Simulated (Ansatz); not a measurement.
Crystal: ZnS (Wurtzite-2H).

```xyz
4
Lattice="3.8110 0.0000 0.0000 -1.9055 3.3004 0.0000 0.0000 0.0000 6.2340" Properties=species:S:1:pos:R:3 pbc="T T T"
Zn    1.9055    1.1001    3.1170
Zn    0.0000    2.2003    0.0000
S     1.9055    1.1001    5.5171
S     0.0000    2.2003    2.4001
```

Base run:

| Item | Value |
| --- | --- |
| Program | Ansatz 0.2.0 |
| Functional | revPBE |
| Potentials or basis | Ansatz PAW |
| Cutoff | 420 eV |
| Density cutoff | 1680 eV |
| k mesh | 5 × 5 × 3 |
| Occupations | fermi-dirac, width 0.05 eV |
| Spin | no spin polarisation |

Its results: band gap on the k mesh 2.37 eV, direct; pressure 4.3 GPa; largest force 0.328 eV/Å.

After a change of settings the same cell gave: band gap on the k mesh 2.11 eV, direct; pressure -1.2 GPa; largest force 0.310 eV/Å. Which change was it?
A. functional from revPBE to rPW86-PBE; k mesh from 5 × 5 × 3 to 8 × 8 × 5
B. functional from revPBE to PBEsol
C. functional from revPBE to exchange-only PBE; k mesh from 5 × 5 × 3 to 8 × 8 × 5
D. functional from revPBE to LDA

B.

PBEsol binds more tightly than revPBE, so the same cell stands under less pressure.

Caveats: the PAW data sets come from PBE, with cores solved anew for the run's functional, which leaves a small shift of forces and pressure; the potentials were made for another functional, which shifts forces and pressure (some runs).

Not every run made on this cell is shown here.
